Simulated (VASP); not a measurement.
**Be2H: relaxation of cell and atoms with PBE**

Be2H:

```
Be H
1.0
    -1.54712    1.54712    2.88275
     1.54712   -1.54712    2.88275
     1.54712    1.54712   -2.88275
Be H
4 2
Direct
  0.37500 0.62500 0.75000
  0.87500 0.62500 0.25000
  0.37500 0.12500 0.75000
  0.37500 0.62500 0.25000
  0.75000 0.25000 0.50000
  0.00000 0.00000 0.00000
```

The cell was built by a generator and needn't be a form met in nature.

| Property | Result |
| --- | --- |
| Program | VASP 6.6.1 |
| Task | relaxation of cell and atoms |
| Functional | PBE |
| Potentials or basis | VASP PAW PBE potentials, release 64 (Be, H) |
| Cutoff | 600 eV |
| k mesh | 12 × 12 × 12 |
| Occupations | gaussian, width 0.05 eV |
| Spin | no spin polarisation |
| Further INCAR settings | ALGO = Fast; EDIFF = 1e-06; IBRION = 2; EDIFFG = -0.02; NSW = 40; ISIF = 3 |

```
Relaxed volume                         : 8.44 Å³/atom
Relaxed cell                           : a = 4.323 Å, b = 4.323 Å, c = 4.323 Å, α = 126.34°, β = 126.34°, γ = 79.33°
Space group after relaxing (to 0.05 Å) : I4_1/amd (No. 141)
Energy gained by relaxing              : 1030.1 meV/atom
Ionic steps                            : 12
Pressure after relaxing                : -0.2 GPa
Band gap on the k mesh                 : none (metal or under the smearing width)
```

Step by step:
| step | energy change (eV) | largest force (eV/Å) | pressure (GPa) | volume (Å³) |
| --- | --- | --- | --- | --- |
| 1 | 0.0000 | 0.0000 | 130.67 | 27.60 |
| 2 | -6.0018 | 0.0000 | 10.56 | 45.44 |
| 3 | -6.1483 | 0.0000 | 3.47 | 48.76 |
| 4 | -6.0662 | 0.0000 | -6.30 | 55.90 |
| 5 | -6.1715 | 0.0000 | -0.38 | 51.09 |
| 6 | -6.1710 | 0.0000 | 0.49 | 50.52 |
| 7 | -6.1730 | 0.0000 | 0.49 | 50.48 |
| 8 | -6.1779 | 0.0000 | 0.48 | 50.35 |
| 9 | -6.1795 | 0.0000 | 0.54 | 50.07 |
| 10 | -6.1803 | 0.0000 | 0.52 | 50.16 |
| 11 | -6.1804 | 0.0000 | 0.51 | 50.20 |
| 12 | -6.1808 | 0.0000 | -0.22 | 50.67 |

Final structure:
```
CELL_PARAMETERS angstrom
-1.95103 1.95103 3.32766
1.95103 -1.95103 3.32766
1.95103 1.95103 -3.32766
ATOMIC_POSITIONS crystal
Be 0.37500 0.62500 0.75000
Be 0.87500 0.62500 0.25000
Be 0.37500 0.12500 0.75000
Be 0.37500 0.62500 0.25000
H 0.75000 0.25000 0.50000
H 0.00000 0.00000 0.00000
```

Levels at points of the mesh, in eV from the Fermi level:
```
           k point  band 1  band 2  band 3  band 4  band 5  band 6  band 7  band 8  band 9
(0.00, 0.00, 0.00)   -9.79   -3.71   -0.87   -0.47    0.06    0.06    0.60    3.60    4.29
(0.50, 0.00, 0.00)   -7.37   -6.96   -3.39   -1.65   -0.31    1.28    1.38    2.09    4.55
(0.50, 0.50, 0.00)   -5.90   -5.90   -4.09   -4.09   -2.05   -2.05    3.48    3.48    6.22
(0.50, 0.50, 0.50)   -7.12   -7.12   -3.17   -3.17   -0.84   -0.84    4.61    4.61    7.59
```

Wall time 4.3 min on 1 thread of Intel(R) Xeon(R) Platinum 8488C (Sapphire Rapids) (shared host), peak memory 0.2 GiB.

Caveat: the volume moved by over 15 % at a fixed basis, so the end points are rough.
